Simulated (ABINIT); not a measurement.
Crystal: ZnO (zincite).

```
CELL_PARAMETERS angstrom
3.24931 0.00000 0.00000
-1.62465 2.81398 0.00000
0.00000 0.00000 5.20571
ATOMIC_POSITIONS crystal
Zn 0.66667 0.33333 0.00000
Zn 0.33333 0.66667 0.50000
O 0.33333 0.66667 0.87901
O 0.66667 0.33333 0.37901
```

Program: ABINIT 10.8.3 (patched build). Alike in all runs: task single point; potentials or basis JTH PAW PBE v2.0; no spin polarisation; cell as given; k mesh 9 × 9 × 5; cutoff (eV) 762; smearing fermi-dirac 0.05 eV.

**Question.** Order these runs on this cell by their pressure, lowest first.
A. level RPBE
B. level PBE
C. level SCAN
D. level LDA

**Answer.** D (-7.6 GPa), C (-2.3 GPa), B (4.1 GPa), A (8.7 GPa).

Caveats: the PAW data sets were made with another functional, which shifts forces and pressure a little (some runs).
